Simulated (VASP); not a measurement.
KI, 2 atoms in the cell. The structure is cubic, space group Fm-3m (No. 225). Conventional cell: a = 7.236 Å, b = 7.236 Å, c = 7.236 Å, α = 90.00°, β = 90.00°, γ = 90.00°. K (site symmetry m-3m) has 6 I at 3.62 Å as nearest neighbours. Around I (site symmetry m-3m) lie 6 K at 3.62 Å.  The cell isn't the ideal one: a relaxed cell with its volume scaled by 1.02.

- Program: VASP 6.6.1
- Task: relaxation of the atoms
- Functional: PBE
- Potentials or basis: VASP PAW PBE potentials, release 64 (K_sv, I)
- Cutoff: 600 eV
- k mesh: 8 × 8 × 8
- Occupations: gaussian, width 0.03 eV
- Spin: no spin polarisation
- Further INCAR settings: ALGO = Normal; EDIFF = 1e-07; IBRION = 2; EDIFFG = -0.01; NSW = 40

Potentials or basis: VASP PAW PBE potentials, release 64 (K_sv, I).

Command:

```bash
$ cat potpaw_PBE.64/K_sv/POTCAR potpaw_PBE.64/I/POTCAR > POTCAR
$ mpirun -np 1 vasp_std > vasp.out
```

Hardware: 1 thread of Intel(R) Xeon(R) Platinum 8488C (Sapphire Rapids) (shared host).

Task: Estimate the wall time of this run.

Result: Wall time 56 s on 1 thread of Intel(R) Xeon(R) Platinum 8488C (Sapphire Rapids), on a shared host, peak memory 0.26 GiB. Counts: scf iterations 14, k points 29, ion steps 1.
